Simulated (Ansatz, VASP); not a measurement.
**Two plane-wave programs on W**

```
W
1.0
    -1.61026    1.61026    1.61026
     1.61026   -1.61026    1.61026
     1.61026    1.61026   -1.61026
W
1
Direct
  0.00000 0.00000 0.00000
```

Alike in both runs: task relaxation of cell and atoms; functional PBE; k mesh 14 × 14 × 14; occupations fermi-dirac, width 0.08 eV; no spin polarisation.

|  | VASP | Ansatz |
| --- | --- | --- |
| version | VASP 6.6.1 | Ansatz 0.2.0 |
| potentials or method | VASP PAW PBE potentials, release 64 (W_sv) | PAW with Ansatz's default frozen-core files, scalar-relativistic |
| plane-wave cutoff (eV) | 600 | 420 |
| valence electrons in the cell | 14 | 14 |

|  | VASP | Ansatz | Ansatz less VASP |
| --- | --- | --- | --- |
| relaxed volume (Å³/atom) | 16.18 | 16.15 | -0.029 |
| relaxed cell length with the largest relative difference (Å) | 2.760 | 2.758 | -0.0017 |
| energy change over the relaxation (meV/atom) | -15 | -17 | -1.6 |

Spin-orbit coupling is left out, which matters for the levels of W.
